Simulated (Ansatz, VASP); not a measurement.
AgCl in VASP and in Ansatz

Contents of INCAR:

```
SYSTEM = AgCl
  PREC = Accurate
  ENCUT = 520
  EDIFF = 1E-6
  ISMEAR = 0
  SIGMA = 0.05
  LREAL = .False.
  LASPH = .True.
  NELM = 100
  ALGO = Normal
  ISIF = 2
  LWAVE = .False.
  LCHARG = .True.
  GGA = PS
  LELF = .True.
  LVHAR = .True.
  NBANDS = 16
```

File KPOINTS:

```
regular mesh
0
Gamma
  8 8 8
  0 0 0
```

Contents of POSCAR:

```
AgCl
1.0
    0.0000000000      2.7731500000      2.8563445000
    2.7731500000      0.0000000000      2.8563445000
    2.7731500000      2.7731500000      0.0000000000
Ag Cl
1 1
Direct
    0.5000000000      0.5000000000      0.5000000000
    0.0000000000      0.0000000000      0.0000000000
```

Input for Ansatz:

```yaml
crystal:
  lattice:
    - [0.0, 2.77315, 2.8563445]
    - [2.77315, 0.0, 2.8563445]
    - [2.77315, 2.77315, 0.0]
  atoms:
    - { symbol: Ag, position: [0.5, 0.5, 0.5] }
    - { symbol: Cl, position: [0.0, 0.0, 0.0] }
basis:
  ecutwfc: 420
kpoints:
  mp_grid: { grid: [8, 8, 8] }
hamiltonian:
  xc: pbesol
scf:
  occupations: { method: gaussian, width: 0.05 }
output:
  forces: true
  stress: true
  eigenvalues: true
```

Change from the starting cell: strain +0.000 along x and y, +0.030 along z, atoms carried along.

Alike in both runs: task single point; functional PBEsol; k mesh 8 × 8 × 8; occupations gaussian, width 0.05 eV; no spin polarisation.

|  | VASP | Ansatz |
| --- | --- | --- |
| version | VASP 6.6.1 | Ansatz 0.2.0 |
| potentials or method | VASP PAW PBE potentials, release 64 (Ag, Cl) | scalar-relativistic, plane waves, PAW |
| plane-wave cutoff (eV) | 520 | 420 |
| valence electrons in the cell | 18 | 26 |

```tsv
	VASP	Ansatz	Ansatz less VASP
gap on the k mesh at the Fermi level (eV)	0.66	0.66	+0.002
least direct gap on the mesh (eV)	2.90	2.90	-0.002
pressure (GPa)	-3.8	-3.7	+0.09
largest component of the traceless stress (GPa)	0.11	0.12	+0.010
```

The two sets of potentials don't hold the same shells in valence.

Caveats: the PAW data sets were made with another functional, which shifts forces and pressure a little (VASP). A k mesh can miss the band edges.
